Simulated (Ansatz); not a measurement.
# MgSi (Cmcm) in Ansatz: further runs

One crystal, MgSi, is run at these levels: PBEsol; tasks: relaxation of the atoms.

All numbers are computed with Ansatz 0.2.0; they aren't measurements. Logs are shortened: lines on timing, memory, paths and dates and some standing lists are left out, and cuts for length are marked.

### 1 The crystal as given

The structure is orthorhombic, space group Cmcm (No. 63). Conventional cell: a = 3.005 Å, b = 10.852 Å, c = 4.167 Å, α = 90.00°, β = 90.00°, γ = 90.00°. Around Si (site symmetry m2m) lie 2 Si at 2.59 Å and 5 Mg at 2.78 to 2.83 Å. Around Mg (site symmetry m2m) lie 7 Si at 2.78 to 3.00 Å and 6 Mg at 3.01 to 3.12 Å.

The cell comes from a database or a generator and needn't be the stable form of this composition.

### 2 Relaxation of the atoms, PBEsol, 16.98 Å³/atom

File input.yaml:

```yaml
crystal:
  lattice:
    - [1.502512, -5.426016, 0.0]
    - [1.502512, 5.426016, 0.0]
    - [0.0, 0.0, 4.16657088]
  atoms:
    - { symbol: Si, position: [0.570638, 0.429362, 0.75] }
    - { symbol: Si, position: [0.429362, 0.570638, 0.25] }
    - { symbol: Mg, position: [0.168381, 0.831619, 0.25] }
    - { symbol: Mg, position: [0.831619, 0.168381, 0.75] }
hamiltonian:
  xc: pbesol
  pseudopotentials: { kind: paw }
kpoints:
  mp_grid: { grid: [8, 8, 6] }
scf:
  occupations: { method: fermi_dirac, width: 0.05 }
output:
  forces: true
  stress: true
  eigenvalues: true
relax:
  f_tol: 0.01
  max_steps: 40
```

Potentials or basis: Ansatz PAW.

Command:

```console
$ ansatz run input.yaml --threads 2 --pin off --max-ram 5632MiB --backend cpu --events-out ev --progress --plain --runs-dir out
```

What it wrote:

```text
Warning: output.stress: scf.convergence.dr2_threshold = 1e-7 eV (the SCF's general default) is looser than the 4e-10 eV advised for a printed stress (1e-10 eV for each atom of the cell: 4). What an SCF threshold leaves in a stress goes as its square root, and in the free energy as the threshold itself, and one threshold admits the most on a small cell: of the crystals measured, under no hybrid functional and no lock of the moments, on runs that ended without the residual-converged pass, on stresses that held no estimate of that error, the worst erred by over 100 MPa in a component at 1e-7 eV an atom and by under 5 at 1e-10. Every solve of this run answers to scf.convergence.dr2_threshold, and the tensor of one is reported: a single SCF on the reported geometry and on this run's grids (its basis.xc_grid and basis.ecutrho_ratio typed), with scf.convergence.dr2_threshold at 4e-10 eV or tighter, prints it and tightens no other solve. Else set scf.convergence.dr2_threshold to 4e-10 eV or tighter. The threshold is an SCF's pass mark: one that does not reach it within its budget of iterations ends unconverged, or closes short of it on a stop that the run arms, and scf.convergence.dr2_threshold's page says what that costs each kind of run
Warning: RAYON_NUM_THREADS=2 ignored (pool sized by the plan → 2); use --threads N
Engine: ansatz 0.2.0, x86_64-unknown-linux-gnu
Pseudopotentials: kind: paw
Pseudopotential: Si, paw, valence charge 4, recommended cutoff 420 eV (normal), Si.paw.azcp
Pseudopotential: Mg, paw, valence charge 10, recommended cutoff 420 eV (normal), Mg.paw.azcp
Functional definition: PBEsol
  exchange = pbesol_x
  correlation = pbesol_c
Crystal: 4 atoms, lattice volume = 67.937 Å³
Basis set: ecut = 420 eV, 1303 PW (Γ), exchange–correlation on 80×80×60 points (8 copies of the dense FFT grid, shifted against one another)
Bands: 18, of which v1, the nominal top of the filled ones, is band 14 counted from 1 (13 counted from 0)
Symmetry: 8 space group operations
Space group: Cmcm (ITA 63), of the structure as read, at distance tolerance 4.1e-5 Å
k-points: 84 of 384
Non-local potential: Si, projectors of the file, l = 0: 2, l = 1: 2, l = 2: 2
Non-local potential: Mg, projectors of the file, l = 0: 3, l = 1: 2, l = 2: 1
PAW form: soft (Blöchl's): semilocal exchange-correlation on the pseudo side does not see the compensation charge
PAW frozen core: Si, regenerated for the run's functional, and the local potential with it (the file was generated under x = pbe(κ = 0.804, μ = 0.2195149727645171), c = pbe(β = 0.06672455060314922))
PAW frozen core: Mg, regenerated for the run's functional, and the local potential with it (the file was generated under x = pbe(κ = 0.804, μ = 0.2195149727645171), c = pbe(β = 0.06672455060314922))
PAW one-centre angular grid: Si, 110 points (default); XC on 64 Gauss nodes
PAW one-centre angular grid: Mg, 110 points (default); XC on 64 Gauss nodes
Initial density: superposition of atomic densities (neutral atoms: chi_scale 0, normalization atom), corrected by the library's trained network
Initial wavefunctions: pseudopotential atomic-orbital guess
Functional: x = pbesol(κ = 0.804, μ = 0.12345679012345678), c = pbesol(β = 0.046)
SCF iter   1: F=—  HF=-5066.812281 eV  |F-HF|=—  |Δ(HF+E_count)|=         —  Δρ=2.48e-3  dr2=1.23e-2  ethr=1.77e-3  ⟨swp⟩=5.4  Hψ=7701  notcnv=0
preconditioner: auto → Kerker (q_TF=auto, 2.354 Å⁻¹)  [metal: Δε(μ)=0.038 eV  Ē_g=7.110 eV  σ=0.050 eV  W_gap=0.18  n_scr=14 (ndim 8)  ℏωp=15.6 eV  f_vac=0.000  D(μ)=1.98/eV (n_scr^D=12)]
SCF iter   2: F=—  HF=-5066.809809 eV  |F-HF|=—  |Δ(HF+E_count)|=   2.47e-3  Δρ=1.49e-3  dr2=5.05e-3  ethr=4.40e-5  ⟨swp⟩=1.2  Hψ=2206  notcnv=0
SCF iter   3: F=—  HF=-5066.808594 eV  |F-HF|=—  |Δ(HF+E_count)|=   1.21e-3  Δρ=2.92e-4  dr2=8.11e-5  ethr=1.80e-5  ⟨swp⟩=2.0  Hψ=1858  notcnv=0
SCF iter   4: F=—  HF=-5066.808627 eV  |F-HF|=—  |Δ(HF+E_count)|=   3.22e-5  Δρ=1.79e-4  dr2=6.59e-6  ethr=2.90e-7  ⟨swp⟩=2.0  Hψ=2689  notcnv=0
iter 5 did not close the SCF: its close was put off for the readings that it lacked (scf_convergence_deferred on its scf_iter line)
SCF iter   5: F=-5066.808615 eV  HF=-5066.808616 eV  |F-HF|=3.16e-7  |Δ(HF+E_count)|=   1.08e-5  Δρ=3.25e-5  dr2=8.64e-7  ethr=2.35e-8  ⟨swp⟩=2.0  Hψ=2513  notcnv=0
SCF iter   6: F=-5066.808615 eV  HF=-5066.808616 eV  |F-HF|=2.22e-8  |Δ(HF+E_count)|=   2.01e-7  Δρ=7.16e-6  dr2=4.23e-8  ethr=3.09e-9  ⟨swp⟩=3.0  Hψ=5662  notcnv=0
SCF 1 converged in 6 iterations: F = -5066.808615 eV  dr2 = 4.23e-8
relax step   1: F+E_penalty+E_count = -5066.80861549 eV  Δ(F+E_penalty+E_count) = +0.000e0 eV  max|allowed force component| = 2.138e-2 eV/Å  Δτ_max = 0.0000 Å  (6 SCF iters, dr2 threshold 2.50e-6 eV, accepted)
Initial density: handed on by an earlier stage of this run
Initial wavefunctions: those handed on with the density
iter 1 solved again at ethr=3.66e-7 eV; its pass at ethr=3.10e-3 eV (dr2=1.03e-4 eV) is discarded
SCF iter   1: F=—  HF=-5066.808771 eV  |F-HF|=—  |Δ(HF+E_count)|=         —  Δρ=2.43e-4  dr2=1.01e-4  ethr=3.66e-7  ⟨swp⟩=2.1  Hψ=5739  notcnv=0  defer=3
preconditioner: auto → Kerker (q_TF=auto, 2.354 Å⁻¹)  [metal: Δε(μ)=0.013 eV  Ē_g=7.114 eV  σ=0.050 eV  W_gap=0.07  n_scr=14 (ndim 8)  ℏωp=15.6 eV  f_vac=0.000  D(μ)=2.02/eV (n_scr^D=14)]
SCF iter   2: F=—  HF=-5066.808759 eV  |F-HF|=—  |Δ(HF+E_count)|=   1.27e-5  Δρ=1.44e-4  dr2=3.89e-5  ethr=3.62e-7  ⟨swp⟩=1.0  Hψ=1509  notcnv=0  defer=3
SCF iter   3: F=—  HF=-5066.808810 eV  |F-HF|=—  |Δ(HF+E_count)|=   5.11e-5  Δρ=1.57e-5  dr2=1.78e-7  ethr=1.39e-7  ⟨swp⟩=2.0  Hψ=1819  notcnv=0  defer=3
SCF iter   4: F=-5066.808810 eV  HF=-5066.808810 eV  |F-HF|=7.72e-9  |Δ(HF+E_count)|=   4.56e-9  Δρ=3.43e-6  dr2=1.30e-8  ethr=3.57e-10  ⟨swp⟩=5.4  Hψ=6610  notcnv=0
SCF 2 converged in 4 iterations: F = -5066.808810 eV  dr2 = 1.30e-8
relax step   2: F+E_penalty+E_count = -5066.80880976 eV  Δ(F+E_penalty+E_count) = -1.943e-4 eV  max|allowed force component| = 1.760e-2 eV/Å  Δτ_max = 0.0062 Å  (4 SCF iters, accepted)
SCF iter   1: F=—  HF=-5066.808847 eV  |F-HF|=—  |Δ(HF+E_count)|=         —  Δρ=1.81e-4  dr2=9.71e-5  ethr=9.62e-7  ⟨swp⟩=2.1  Hψ=3691  notcnv=0  defer=1
preconditioner: auto → Kerker (q_TF=auto, 2.354 Å⁻¹)  [metal: Δε(μ)=0.008 eV  Ē_g=7.119 eV  σ=0.050 eV  W_gap=0.04  n_scr=14 (ndim 8)  ℏωp=15.6 eV  f_vac=0.000  D(μ)=2.02/eV (n_scr^D=14)]
SCF iter   2: F=—  HF=-5066.808895 eV  |F-HF|=—  |Δ(HF+E_count)|=   4.81e-5  Δρ=1.11e-4  dr2=3.64e-5  ethr=3.47e-7  ⟨swp⟩=1.0  Hψ=2184  notcnv=0  defer=1
SCF iter   3: F=—  HF=-5066.808887 eV  |F-HF|=—  |Δ(HF+E_count)|=   8.08e-6  Δρ=1.47e-5  dr2=1.77e-7  ethr=1.30e-7  ⟨swp⟩=2.0  Hψ=1823  notcnv=0  defer=1
SCF iter   4: F=-5066.808887 eV  HF=-5066.808887 eV  |F-HF|=5.69e-9  |Δ(HF+E_count)|=   1.49e-8  Δρ=3.42e-6  dr2=9.96e-9  ethr=3.57e-10  ⟨swp⟩=5.3  Hψ=6109  notcnv=0
SCF 3 converged in 4 iterations: F = -5066.808887 eV  dr2 = 9.96e-9
relax step   3: F+E_penalty+E_count = -5066.80888668 eV  Δ(F+E_penalty+E_count) = -7.692e-5 eV  max|allowed force component| = 4.705e-3 eV/Å  Δτ_max = 0.0034 Å  (4 SCF iters, accepted)
SCF converged after 4 iterations
Free energy (F): -5066.808887 eV
Harris-Foulkes:  -5066.808887 eV  (|F-HF|=5.69e-9)
Internal energy: -5066.792499 eV  (E = F + TS)
E sigma→0 (E₀):  -5066.800693 eV
Entropy (-TS):   -0.016387 eV (-4.097 meV/atom)
Fermi energy:    8.637009 eV
--- Per-component energies (eV) ---
  E_band       = -630.498339
  E_kinetic    = 233.013656
  E_local      = -3295.187862  (includes V_loc(G=0)·N_el)
  E_nonlocal   = 243.973565
  E_hartree    = 1207.247407
  E_xc         = -168.347310
  E_vxc        = -170.130266  (∫ρ·V_xc dr)
  E_paw        = -1558.944970  (= ΣΔE_a)
  E_vpaw       = -56.662048  (= ΣTr[D̂ρ^β])
  E_aug_tail   = 0.000012  (compensation charges beyond the density's cutoff)
  E_ewald      = -1728.727843
  E_core_change = 0.180846  (= ΣΔE_core)
  E_smearing   = -0.016387  (= −TS)
  E_closure    = -0.000000  (closes the sum)
  Σ components = -5066.808887   (vs F -5066.808887, Δ=0.00e0)
--- Forces (eV/Å), atoms counted from 1 ---
  atom   1  Si     0.00000000     0.00470545     0.00000000
  atom   2  Si     0.00000000    -0.00470545     0.00000000
  atom   3  Mg     0.00000000     0.00206413     0.00000000
  atom   4  Mg     0.00000000    -0.00206413     0.00000000
  max |Σ_I F_I| component: 8.67e-19 eV/Å
--- Stress (GPa, compression-positive) ---
       -1.130180       0.000000       0.000000
        0.000000       2.561802       0.000000
        0.000000       0.000000       3.816911
  P = ⅓ Tr σ = 1.7495 GPa (17.495 kbar)
--- Band table (eV; the first three rows and the last of 84) ---
  k-point 0: bands = ["-67.0412", "-67.0383", "-33.9947", "-33.9921", "-33.9826", "-33.9744", "-33.9736", "-33.9669", "-3.2038", "1.4598", "3.2829", "4.6678", "6.4739", "9.4522", "11.0362", "11.2052", "11.6169", "11.7254"]
  k-point 1: bands = ["-67.0410", "-67.0385", "-33.9950", "-33.9934", "-33.9811", "-33.9739", "-33.9738", "-33.9674", "-2.9786", "1.2529", "3.4938", "3.5250", "7.8680", "8.3736", "9.1470", "11.7946", "12.8270", "14.1156"]
  k-point 2: bands = ["-67.0405", "-67.0390", "-33.9956", "-33.9952", "-33.9785", "-33.9748", "-33.9725", "-33.9687", "-2.3110", "0.1430", "3.3714", "4.0631", "6.1251", "7.1070", "11.5145", "12.3090", "13.8211", "14.8595"]
  k-point 83: bands = ["-67.0397", "-67.0397", "-33.9963", "-33.9963", "-33.9760", "-33.9760", "-33.9706", "-33.9706", "-0.9477", "-0.9477", "2.3042", "2.3042", "10.2006", "10.2006", "10.8985", "10.8985", "12.9736", "12.9736"]
--- Relaxed structure (3 steps of the walk, 3 accepted, 0 SCFs on fresh bases) ---
  F+E_penalty+E_count = -5066.80888668 eV   max|allowed force component| = 4.705e-3 eV/Å
  atoms:
    - { symbol: Si, position: [0.5700968974400065, 0.4299031025599935, 0.7499999999999999] }
    - { symbol: Si, position: [0.4299031025599935, 0.5700968974400065, 0.24999999999999997] }
    - { symbol: Mg, position: [0.16894263530927828, 0.8310573646907218, 0.24999999999999997] }
    - { symbol: Mg, position: [0.8310573646907218, 0.16894263530927828, 0.7499999999999999] }
```

It took 2.3 s on 2 threads of AMD EPYC 9R45 (Zen 5), shared host; peak memory 0.47 GiB.

Results:

| Property | Result |
| --- | --- |
| Free energy | -5066.8089 eV |
| Energy gained by relaxing | 0.1 meV/atom |
| Ionic steps | 3 |
| Pressure after relaxing | 1.7 GPa |
| Largest force after relaxing | 0.005 eV/Å |
| Band gap on the k mesh | none (metal or under the smearing width) |

Caveat: the PAW data sets come from PBE, with cores solved anew for the run's functional, which leaves a small shift of forces and pressure; the thresholds are loose for stress.

### 3 Relaxation of the atoms, PBEsol, 17.34 Å³/atom

input.yaml, as its differences from that of step 2:

```diff
@@ -4,3 +4,3 @@
     - [1.502512, 5.426016, 0.0]
-    - [0.0, 0.0, 4.16657088]
+    - [0.0, 0.0, 4.25337444]
   atoms:
@@ -14,3 +14,3 @@
 kpoints:
-  mp_grid: { grid: [8, 8, 6] }
+  mp_grid: { grid: [8, 8, 5] }
 scf:
```

Potentials or basis: Ansatz PAW.

Command:

```console
$ ansatz run input.yaml --threads 2 --pin off --max-ram 5632MiB --backend cpu --events-out ev --progress --plain --runs-dir out
```

It took 1.9 s on 2 threads of AMD EPYC 9R45 (Zen 5), shared host; peak memory 0.46 GiB.

It converged, with:

* Free energy: -5066.8302 eV
* Energy gained by relaxing: 0.4 meV/atom
* Ionic steps: 3
* Pressure after relaxing: 0.4 GPa
* Largest force after relaxing: 0.007 eV/Å
* Band gap on the k mesh: none (metal or under the smearing width)

Caveat: the PAW data sets come from PBE, with cores solved anew for the run's functional, which leaves a small shift of forces and pressure; the thresholds are loose for stress.
